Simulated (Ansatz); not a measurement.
# Zr (P6_3/mmc) in Ansatz: notebook, part 2 of 2

Ansatz 0.2.0.

## (3) Single point, LDA, 21.88 Å³/atom (volume scaled by 0.94)

input.yaml reads:

```yaml
crystal:
  lattice:
    - [3.1660223034, 0.0, 0.0]
    - [-1.5830111517, 2.7418557436, 0.0]
    - [0.0, 0.0, 5.0419297016]
  atoms:
    - { symbol: Zr, position: [0.6666666667, 0.3333333333, 0.75] }
    - { symbol: Zr, position: [0.3333333333, 0.6666666667, 0.25] }
hamiltonian:
  xc: lda
  pseudopotentials: { kind: paw }
kpoints:
  mp_grid: { grid: [9, 9, 5] }
scf:
  occupations: { method: fermi_dirac, width: 0.05 }
output:
  forces: true
  stress: true
  eigenvalues: true
  write_density: true
  write_potential: true
  elf: true
  volumetric_format: npy
```

Potentials or basis: Ansatz PAW.

On the command line:

```sh
ansatz run input.yaml --threads 2 --pin off --max-ram 5632MiB --backend cpu --events-out ev --progress --plain --runs-dir out
```

Output:

```text
Warning: RAYON_NUM_THREADS=2 ignored (pool sized by the plan → 2); use --threads N
Engine: ansatz 0.2.0, x86_64-unknown-linux-gnu
Pseudopotentials: kind: paw
Pseudopotential: Zr, paw, valence charge 12, recommended cutoff 420 eV (normal), Zr.paw.azcp
Functional definition: SPW92
  exchange = slater_x
  correlation = pw_c
Crystal: 2 atoms, lattice volume = 43.768 Å³
Basis set: ecut = 420 eV, 845 PW (Γ)
Bands: 16, of which v1, the nominal top of the filled ones, is band 12 counted from 1 (11 counted from 0)
Symmetry: 24 space group operations
Space group: P63/mmc (ITA 194), of the structure as read, at distance tolerance 3.5e-5 Å
k-points: 36 of 405
Non-local potential: Zr, projectors of the file, l = 0: 3, l = 1: 2, l = 2: 2, l = 3: 2
PAW form: soft (Blöchl's): semilocal exchange-correlation on the pseudo side does not see the compensation charge
PAW frozen core: Zr, regenerated for the run's functional, and the local potential with it (the file was generated under x = pbe(κ = 0.804, μ = 0.2195149727645171), c = pbe(β = 0.06672455060314922))
PAW one-centre angular grid: Zr, 590 points (default); XC on 64 Gauss nodes
Initial density: superposition of atomic densities (neutral atoms: chi_scale 0, normalization atom), corrected by the library's trained network
Initial wavefunctions: pseudopotential atomic-orbital guess
Functional: x = slater, c = lda
SCF iter   1: F=—  HF=-8154.938236 eV  |F-HF|=—  |Δ(HF+E_count)|=         —  Δρ=5.69e-3  dr2=3.73e-3  ethr=1.77e-3  ⟨swp⟩=5.0  Hψ=2461  notcnv=0
preconditioner: auto → none  [metal: Δε(μ)=0.027 eV  Ē_g=3.290 eV  σ=0.050 eV  W_gap=0.13  n_scr=8 (ndim 8)  ℏωp=15.9 eV  f_vac=0.000  D(μ)=2.15/eV (n_scr^D=22)  sad-step TF]
SCF iter   2: F=—  HF=-8154.937324 eV  |F-HF|=—  |Δ(HF+E_count)|=   9.12e-4  Δρ=3.24e-3  dr2=1.29e-3  ethr=1.55e-5  ⟨swp⟩=2.2  Hψ=1185  notcnv=0
SCF iter   3: F=—  HF=-8154.937426 eV  |F-HF|=—  |Δ(HF+E_count)|=   1.02e-4  Δρ=4.74e-4  dr2=5.82e-5  ethr=5.36e-6  ⟨swp⟩=2.1  Hψ=973  notcnv=0
SCF iter   4: F=—  HF=-8154.937403 eV  |F-HF|=—  |Δ(HF+E_count)|=   2.34e-5  Δρ=1.41e-4  dr2=3.69e-6  ethr=2.42e-7  ⟨swp⟩=2.0  Hψ=892  notcnv=0
SCF iter   5: F=—  HF=-8154.937402 eV  |F-HF|=—  |Δ(HF+E_count)|=   1.82e-7  Δρ=3.18e-5  dr2=2.22e-7  ethr=1.54e-8  ⟨swp⟩=2.0  Hψ=926  notcnv=0
SCF iter   6: F=-8154.937402 eV  HF=-8154.937402 eV  |F-HF|=7.90e-9  |Δ(HF+E_count)|=   9.55e-8  Δρ=7.32e-6  dr2=1.07e-8  ethr=4.17e-10  ⟨swp⟩=6.9  Hψ=3186  notcnv=0
SCF 1 converged in 6 iterations: F = -8154.937402 eV  dr2 = 1.07e-8
SCF converged after 6 iterations
Free energy (F): -8154.937402 eV
Harris-Foulkes:  -8154.937402 eV  (|F-HF|=7.90e-9)
Internal energy: -8154.919780 eV  (E = F + TS)
E sigma→0 (E₀):  -8154.928591 eV
Entropy (-TS):   -0.017622 eV (-8.811 meV/atom)
Fermi energy:    14.771147 eV
--- Per-component energies (eV) ---
  E_band       = -172.666026
  E_kinetic    = 669.319548
  E_local      = -1205.502107  (includes V_loc(G=0)·N_el)
  E_nonlocal   = 170.178289
  E_hartree    = 371.683351
  E_xc         = -321.524532
  E_vxc        = -381.981252  (∫ρ·V_xc dr)
  E_paw        = -5698.966220  (= ΣΔE_a)
  E_vpaw       = -168.044430  (= ΣTr[D̂ρ^β])
  E_aug_tail   = 0.000047  (compensation charges beyond the density's cutoff)
  E_ewald      = -2140.848957
  E_core_change = 0.740802  (= ΣΔE_core)
  E_smearing   = -0.017622  (= −TS)
  E_closure    = -0.000000  (closes the sum)
  Σ components = -8154.937402   (vs F -8154.937402, Δ=0.00e0)
--- Forces (eV/Å), atoms counted from 1 ---
  atom   1  Zr     0.00000000     0.00000000    -0.00000000
  atom   2  Zr    -0.00000000    -0.00000000     0.00000000
  max |Σ_I F_I| component: 5.55e-17 eV/Å
--- Stress (GPa, compression-positive) ---
       -0.780462      -0.000000       0.000000
        0.000000      -0.780462       0.000000
        0.000000       0.000000       0.715282
  P = ⅓ Tr σ = -0.2819 GPa (-2.819 kbar)
--- Band table (eV; the first three rows and the last of 36) ---
  k-point 0: bands = ["-33.8292", "-33.6266", "-12.5257", "-11.4632", "-11.4632", "-11.2905", "-11.2905", "-11.2851", "9.0150", "11.5520", "15.5982", "15.5982", "15.7738", "16.2618", "16.3511", "16.3511"]
  k-point 1: bands = ["-33.8102", "-33.6463", "-12.4153", "-11.4469", "-11.4469", "-11.4129", "-11.3072", "-11.3072", "9.3695", "11.5493", "15.4497", "15.4497", "15.5102", "15.6346", "16.0986", "16.0986"]
  k-point 2: bands = ["-33.7602", "-33.6976", "-12.1192", "-11.7370", "-11.4040", "-11.4040", "-11.3507", "-11.3507", "10.2832", "11.2242", "14.8487", "14.9745", "15.4028", "15.4028", "15.6584", "15.6584"]
  k-point 35: bands = ["-33.6035", "-33.6035", "-12.2306", "-12.2306", "-12.0263", "-11.9031", "-11.5009", "-11.5009", "13.1842", "13.2044", "13.2044", "13.5742", "14.8331", "14.8331", "16.6384", "17.3012"]
```

Wall time 3.1 s (2 threads of AMD EPYC, shared host); peak memory 0.37 GiB.

Results:

```yaml
Free_energy: -8154.9374 eV
Pressure: -0.3 GPa
Band_gap_on_the_k_mesh: none (metal or under the smearing width)
```

Caveat: the PAW data sets come from PBE, with cores solved anew for the run's functional, which leaves a small shift of forces and pressure.

## (4) Single point, LDA, 22.35 Å³/atom (volume scaled by 0.96)

Changes to input.yaml since step 3:

```diff
@@ -2,5 +2,5 @@
   lattice:
-    - [3.1660223034, 0.0, 0.0]
-    - [-1.5830111517, 2.7418557436, 0.0]
-    - [0.0, 0.0, 5.0419297016]
+    - [3.1883189697, 0.0, 0.0]
+    - [-1.5941594848, 2.7611652231, 0.0]
+    - [0.0, 0.0, 5.0774374186]
   atoms:
@@ -19,5 +19 @@
   eigenvalues: true
-  write_density: true
-  write_potential: true
-  elf: true
-  volumetric_format: npy
```

On the command line:

```sh
ansatz run input.yaml --threads 2 --pin off --max-ram 5632MiB --backend cpu --events-out ev --progress --plain --runs-dir out
```

Wall time 2.1 s (2 threads of AMD EPYC, shared host); peak memory 0.37 GiB.

Results (log left out):

| Quantity | Value |
| --- | --- |
| Free energy | -8154.9295 eV |
| Pressure | -2.4 GPa |
| Band gap on the k mesh | none (metal or under the smearing width) |

Caveat: the PAW data sets come from PBE, with cores solved anew for the run's functional, which leaves a small shift of forces and pressure.

## (5) Single point, LDA, 22.82 Å³/atom (volume scaled by 0.98)

Changes to input.yaml since step 4:

```diff
@@ -2,5 +2,5 @@
   lattice:
-    - [3.1883189697, 0.0, 0.0]
-    - [-1.5941594848, 2.7611652231, 0.0]
-    - [0.0, 0.0, 5.0774374186]
+    - [3.2103080712, 0.0, 0.0]
+    - [-1.6051540356, 2.7802083436, 0.0]
+    - [0.0, 0.0, 5.112455335]
   atoms:
```

On the command line:

```sh
ansatz run input.yaml --threads 2 --pin off --max-ram 5632MiB --backend cpu --events-out ev --progress --plain --runs-dir out
```

Run time: 1.8 s. Hardware: 2 threads of AMD EPYC, shared host; peak memory 0.37 GiB.

The run converged. Its results:

```
Free energy            : -8154.9099 eV
Pressure               : -4.3 GPa
Band gap on the k mesh : none (metal or under the smearing width)
```

Caveat: the PAW data sets come from PBE, with cores solved anew for the run's functional, which leaves a small shift of forces and pressure.

## (6) Single point, LDA, 23.28 Å³/atom

Changes to input.yaml since step 5:

```diff
@@ -2,5 +2,5 @@
   lattice:
-    - [3.2103080712, 0.0, 0.0]
-    - [-1.6051540356, 2.7802083436, 0.0]
-    - [0.0, 0.0, 5.112455335]
+    - [3.232, 0.0, 0.0]
+    - [-1.616, 2.798994105, 0.0]
+    - [0.0, 0.0, 5.147]
   atoms:
```

Potentials or basis: Ansatz PAW.

On the command line:

```sh
ansatz run input.yaml --threads 2 --pin off --max-ram 5632MiB --backend cpu --events-out ev --progress --plain --runs-dir out
```

Wall time 2.6 s (2 threads of AMD EPYC, shared host); peak memory 0.37 GiB.

The run converged. Its results:

- Free energy: -8154.8796 eV
- Pressure: -6.1 GPa
- Band gap on the k mesh: none (metal or under the smearing width)

Caveat: the PAW data sets come from PBE, with cores solved anew for the run's functional, which leaves a small shift of forces and pressure.

## (7) Single point, LDA, 23.75 Å³/atom (volume scaled by 1.02)

Changes to input.yaml since step 6:

```diff
@@ -2,5 +2,5 @@
   lattice:
-    - [3.232, 0.0, 0.0]
-    - [-1.616, 2.798994105, 0.0]
-    - [0.0, 0.0, 5.147]
+    - [3.2534045973, 0.0, 0.0]
+    - [-1.6267022986, 2.81753103, 0.0]
+    - [0.0, 0.0, 5.1810870861]
   atoms:
```

On the command line:

```sh
ansatz run input.yaml --threads 2 --pin off --max-ram 5632MiB --backend cpu --events-out ev --progress --plain --runs-dir out
```

Run time: 2.2 s. Hardware: 2 threads of AMD EPYC, shared host; peak memory 0.37 GiB.

Results (log left out):

* Free energy: -8154.8395 eV
* Pressure: -7.7 GPa
* Band gap on the k mesh: none (metal or under the smearing width)

Caveat: the PAW data sets come from PBE, with cores solved anew for the run's functional, which leaves a small shift of forces and pressure.

## (8) Single point, LDA, 24.21 Å³/atom (volume scaled by 1.04)

Changes to input.yaml since step 7:

```diff
@@ -2,5 +2,5 @@
   lattice:
-    - [3.2534045973, 0.0, 0.0]
-    - [-1.6267022986, 2.81753103, 0.0]
-    - [0.0, 0.0, 5.1810870861]
+    - [3.2745311931, 0.0, 0.0]
+    - [-1.6372655966, 2.8358271987, 0.0]
+    - [0.0, 0.0, 5.2147314515]
   atoms:
```

On the command line:

```sh
ansatz run input.yaml --threads 2 --pin off --max-ram 5632MiB --backend cpu --events-out ev --progress --plain --runs-dir out
```

Run time: 2.5 s. Hardware: 2 threads of AMD EPYC, shared host; peak memory 0.35 GiB.

Results (log left out):

```yaml
Free_energy: -8154.7904 eV
Pressure: -9.2 GPa
Band_gap_on_the_k_mesh: none (metal or under the smearing width)
```

Caveat: the PAW data sets come from PBE, with cores solved anew for the run's functional, which leaves a small shift of forces and pressure.

## (9) Single point, LDA, 24.68 Å³/atom (volume scaled by 1.06)

Changes to input.yaml since step 8:

```diff
@@ -2,5 +2,5 @@
   lattice:
-    - [3.2745311931, 0.0, 0.0]
-    - [-1.6372655966, 2.8358271987, 0.0]
-    - [0.0, 0.0, 5.2147314515]
+    - [3.2953886421, 0.0, 0.0]
+    - [-1.647694321, 2.8538902793, 0.0]
+    - [0.0, 0.0, 5.247947197]
   atoms:
```

Potentials or basis: Ansatz PAW.

On the command line:

```sh
ansatz run input.yaml --threads 2 --pin off --max-ram 5632MiB --backend cpu --events-out ev --progress --plain --runs-dir out
```

Wall time 1.7 s (2 threads of AMD EPYC, shared host); peak memory 0.38 GiB.

Results (log left out):

```yaml
Free_energy: -8154.7332 eV
Pressure: -10.5 GPa
Band_gap_on_the_k_mesh: none (metal or under the smearing width)
```

Caveat: the PAW data sets come from PBE, with cores solved anew for the run's functional, which leaves a small shift of forces and pressure.

## (10) Equation of state, LDA

No new run: the results of the series are fitted here.

Results:

| Quantity | Value |
| --- | --- |
| Equilibrium volume | 21.82 Å³/atom (rough: see the caveat) |
| Bulk modulus at fixed shape and positions | 105 GPa (rough) |

Energy against volume, from the lowest point:
| volume (Å³/atom) | energy (meV/atom) |
| --- | --- |
| 21.884 | 0.00 |
| 22.350 | 3.94 |
| 22.815 | 13.74 |
| 23.281 | 28.91 |
| 23.746 | 48.97 |
| 24.212 | 73.50 |
| 24.678 | 102.11 |

Caveat: the minimum lies outside the volumes run; the cell was scaled at fixed shape and fractional positions, which overstates the stiffness of a crystal with free parameters, most of all of layers and chains.
